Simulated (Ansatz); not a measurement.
**Nb (bcc): the equilibrium volume**

Aim: the volume at which the pressure of Nb (bcc) vanishes. The run doesn't test whether this is the element's stable form.

Method: DFT PBE, scalar-relativistic, plane waves, PAW, in Ansatz 0.2.0.

## Step 1: The structure to begin with

Symmetry: Im-3m, No. 229, cubic system. Conventional cell: a = 3.300 Å, b = 3.300 Å, c = 3.300 Å, α = 90.00°, β = 90.00°, γ = 90.00°. Around Nb (site symmetry m-3m) lie 8 Nb at 2.86 Å.

As a file:

```
CELL_PARAMETERS angstrom
-1.65000 1.65000 1.65000
1.65000 -1.65000 1.65000
1.65000 1.65000 -1.65000
ATOMIC_POSITIONS crystal
Nb 0.00000 0.00000 0.00000
```

## Step 2: The first run

Input file input.yaml:

```yaml
crystal:
  lattice:
    - [-1.65, 1.65, 1.65]
    - [1.65, -1.65, 1.65]
    - [1.65, 1.65, -1.65]
  atoms:
    - { symbol: Nb, position: [0.0, 0.0, 0.0] }
basis:
  ecutwfc: 420
  ecutrho_ratio: 4
kpoints:
  mp_grid: { grid: [14, 14, 14] }
hamiltonian:
  xc: pbe
scf:
  occupations: { method: gaussian, width: 0.05 }
output:
  forces: true
  stress: true
  eigenvalues: true
```

Command:

```
> ansatz run input.yaml --threads 8 --pin off --max-ram 15360MiB --backend cpu --events-out ev --progress --plain --runs-dir out
```

The program printed, shortened:

```text
Warning: RAYON_NUM_THREADS=8 ignored (pool sized by the plan → 8); use --threads N
[...]
Pseudopotentials: kind: paw
Pseudopotential: Nb, paw, valence charge 13, recommended cutoff 420 eV (normal), Nb.paw.azcp
Functional definition: PBE
[...]
Crystal: 1 atoms, lattice volume = 17.968 Å³
Basis set: ecut = 420 eV, 369 PW (Γ), exchange–correlation on 40×40×40 points (8 copies of the dense FFT grid, shifted against one another)
Bands: 11, of which v1, the nominal top of the filled ones, is band 7 counted from 1 (6 counted from 0)
Symmetry: 48 space group operations
Space group: Im-3m (ITA 229), of the structure as read, at distance tolerance 2.6e-5 Å
k-points: 104 of 2744
[...]
SCF iter   1: F=—  HF=-4552.279317 eV  |F-HF|=—  |Δ(HF+E_count)|=         —  Δρ=4.23e-3  dr2=2.41e-3  ethr=1.77e-3  ⟨swp⟩=5.1  Hψ=6714  notcnv=0
[...]
SCF iter   6: F=-4552.278916 eV  HF=-4552.278916 eV  |F-HF|=1.46e-11  |Δ(HF+E_count)|=  4.18e-11  Δρ=6.39e-7  dr2=1.51e-11  ethr=4.35e-12  ⟨swp⟩=2.1  Hψ=3750  notcnv=0
[...]
SCF converged after 6 iterations
Free energy (F): -4552.278916 eV
[...]
E sigma→0 (E₀):  -4552.277850 eV
Entropy (-TS):   -0.002131 eV (-2.131 meV/atom)
Fermi energy:    17.843850 eV
[...]
--- Forces (eV/Å), atoms counted from 1 ---
  atom   1  Nb    -0.00000000     0.00000000     0.00000000
[...]
--- Stress (GPa, compression-positive) ---
        1.751367      -0.000000      -0.000000
       -0.000000       1.751367       0.000000
       -0.000000      -0.000000       1.751367
  P = ⅓ Tr σ = 1.7514 GPa (17.514 kbar)
--- Band table (eV; the first three rows and the last of 104) ---
  k-point 0: bands = ["-36.5107", "-11.8176", "-11.8176", "-11.8176", "11.9135", "18.1875", "18.1875", "18.1875", "21.1049", "21.1049", "31.9683"]
[...]
```

Wall time 0.24 s (8 threads of Intel Xeon Platinum 8488C (Sapphire Rapids), shared host); peak memory 0.36 GiB.

This gives: volume 17.968 Å³/atom, pressure 1.75 GPa, metallic.

## Step 3: Volume 18.178 Å³/atom

Changes to input.yaml since step 2:

```diff
@@ -2,5 +2,5 @@
   lattice:
-    - [-1.65, 1.65, 1.65]
-    - [1.65, -1.65, 1.65]
-    - [1.65, 1.65, -1.65]
+    - [-1.6563968489, 1.6563968489, 1.6563968489]
+    - [1.6563968489, -1.6563968489, 1.6563968489]
+    - [1.6563968489, 1.6563968489, -1.6563968489]
   atoms:
```

Command:

```
> ansatz run input.yaml --threads 8 --pin off --max-ram 15360MiB --backend cpu --events-out ev --progress --plain --runs-dir out
```

The program printed, shortened:

```text
Warning: RAYON_NUM_THREADS=8 ignored (pool sized by the plan → 8); use --threads N
[...]
[... 3 set-up lines as earlier in the session ...]
[...]
Crystal: 1 atoms, lattice volume = 18.178 Å³
Basis set: ecut = 420 eV, 369 PW (Γ), exchange–correlation on 40×40×40 points (8 copies of the dense FFT grid, shifted against one another)
Bands: 11, of which v1, the nominal top of the filled ones, is band 7 counted from 1 (6 counted from 0)
[... 2 set-up lines as earlier in the session ...]
k-points: 104 of 2744
[...]
SCF iter   1: F=—  HF=-4552.280291 eV  |F-HF|=—  |Δ(HF+E_count)|=         —  Δρ=4.05e-3  dr2=2.33e-3  ethr=1.77e-3  ⟨swp⟩=5.0  Hψ=6654  notcnv=0
[...]
SCF iter   6: F=-4552.279926 eV  HF=-4552.279926 eV  |F-HF|=1.46e-11  |Δ(HF+E_count)|=  5.09e-11  Δρ=6.49e-7  dr2=1.61e-11  ethr=4.37e-12  ⟨swp⟩=2.1  Hψ=3775  notcnv=0
[...]
SCF converged after 6 iterations
Free energy (F): -4552.279926 eV
[...]
E sigma→0 (E₀):  -4552.278851 eV
Entropy (-TS):   -0.002152 eV (-2.152 meV/atom)
Fermi energy:    17.601788 eV
[...]
--- Forces (eV/Å), atoms counted from 1 ---
  atom   1  Nb     0.00000000    -0.00000000     0.00000000
[...]
--- Stress (GPa, compression-positive) ---
       -0.192767       0.000000       0.000000
       -0.000000      -0.192767      -0.000000
        0.000000      -0.000000      -0.192767
  P = ⅓ Tr σ = -0.1928 GPa (-1.928 kbar)
--- Band table (eV; the first three rows and the last of 104) ---
  k-point 0: bands = ["-36.7660", "-12.0972", "-12.0972", "-12.0972", "11.6953", "17.9516", "17.9516", "17.9516", "20.8306", "20.8306", "31.6990"]
[...]
```

Run time: 0.24 s. Hardware: 8 threads of Intel Xeon Platinum 8488C (Sapphire Rapids), shared host; peak memory 0.35 GiB.

This gives: volume 18.178 Å³/atom, pressure -0.19 GPa, no gap.

## Step 4: Volume 18.157 Å³/atom

Changes to input.yaml since step 3:

```diff
@@ -2,5 +2,5 @@
   lattice:
-    - [-1.6563968489, 1.6563968489, 1.6563968489]
-    - [1.6563968489, -1.6563968489, 1.6563968489]
-    - [1.6563968489, 1.6563968489, -1.6563968489]
+    - [-1.6557463174, 1.6557463174, 1.6557463174]
+    - [1.6557463174, -1.6557463174, 1.6557463174]
+    - [1.6557463174, 1.6557463174, -1.6557463174]
   atoms:
```

Command:

```
> ansatz run input.yaml --threads 8 --pin off --max-ram 15360MiB --backend cpu --events-out ev --progress --plain --runs-dir out
```

The program printed, shortened:

```text
Warning: RAYON_NUM_THREADS=8 ignored (pool sized by the plan → 8); use --threads N
[...]
[... 3 set-up lines as earlier in the session ...]
[...]
Crystal: 1 atoms, lattice volume = 18.157 Å³
Basis set: ecut = 420 eV, 369 PW (Γ), exchange–correlation on 40×40×40 points (8 copies of the dense FFT grid, shifted against one another)
Bands: 11, of which v1, the nominal top of the filled ones, is band 7 counted from 1 (6 counted from 0)
[... 2 set-up lines as earlier in the session ...]
k-points: 104 of 2744
[...]
SCF iter   1: F=—  HF=-4552.280316 eV  |F-HF|=—  |Δ(HF+E_count)|=         —  Δρ=4.07e-3  dr2=2.35e-3  ethr=1.77e-3  ⟨swp⟩=5.1  Hψ=6678  notcnv=0
[...]
SCF iter   6: F=-4552.279936 eV  HF=-4552.279936 eV  |F-HF|=1.36e-11  |Δ(HF+E_count)|=  8.73e-11  Δρ=6.82e-7  dr2=1.80e-11  ethr=5.22e-12  ⟨swp⟩=2.1  Hψ=3863  notcnv=0
[...]
SCF converged after 6 iterations
Free energy (F): -4552.279936 eV
[...]
E sigma→0 (E₀):  -4552.278861 eV
Entropy (-TS):   -0.002149 eV (-2.149 meV/atom)
Fermi energy:    17.626218 eV
[...]
--- Forces (eV/Å), atoms counted from 1 ---
  atom   1  Nb    -0.00000000     0.00000000     0.00000000
[...]
--- Stress (GPa, compression-positive) ---
        0.001387      -0.000000       0.000000
        0.000000       0.001387       0.000000
        0.000000      -0.000000       0.001387
  P = ⅓ Tr σ = 0.0014 GPa (0.014 kbar)
--- Band table (eV; the first three rows and the last of 104) ---
  k-point 0: bands = ["-36.7402", "-12.0690", "-12.0690", "-12.0690", "11.7173", "17.9754", "17.9754", "17.9754", "20.8583", "20.8583", "31.7263"]
[...]
```

It took 0.24 s on 8 threads of Intel Xeon Platinum 8488C (Sapphire Rapids), shared host; peak memory 0.35 GiB.

Result: volume 18.157 Å³/atom, pressure 0.00 GPa, a metal on this mesh.

## Step 5: The volume search in one table

```
step  level      mesh  relaxed  volume (Å³/atom)  pressure (GPa)
   2    PBE  14×14×14  nothing            17.968            1.75
   3    PBE  14×14×14  nothing            18.178           -0.19
   4    PBE  14×14×14  nothing            18.157            0.00
```

The cell before and after:

| cell as typed | before | after | change |
| --- | --- | --- | --- |
| a (Å) | 2.858 | 2.868 | +0.3 % |
| b (Å) | 2.858 | 2.868 | +0.3 % |
| c (Å) | 2.858 | 2.868 | +0.3 % |
| volume (Å³/atom) | 17.968 | 18.157 | +1.0 % |
| shortest distance (Å) | 2.858 | 2.868 | +0.3 % |
| space group | Im-3m | Im-3m | same |

## Step 6: Summary of results

| quantity | value |
| --- | --- |
| volume | 18.157 Å³/atom |
| pressure | 0.00 GPa |
| conventional cell | a = 3.311 Å, b = 3.311 Å, c = 3.311 Å, α = 90.00°, β = 90.00°, γ = 90.00° |
| gap on the mesh | none (metal) |

**Reading.** From the first run shown, the volume went from 17.97 to 18.16 Å³/atom (+1.0 %) in 3 runs, where the pressure is zero within 0.01 GPa.
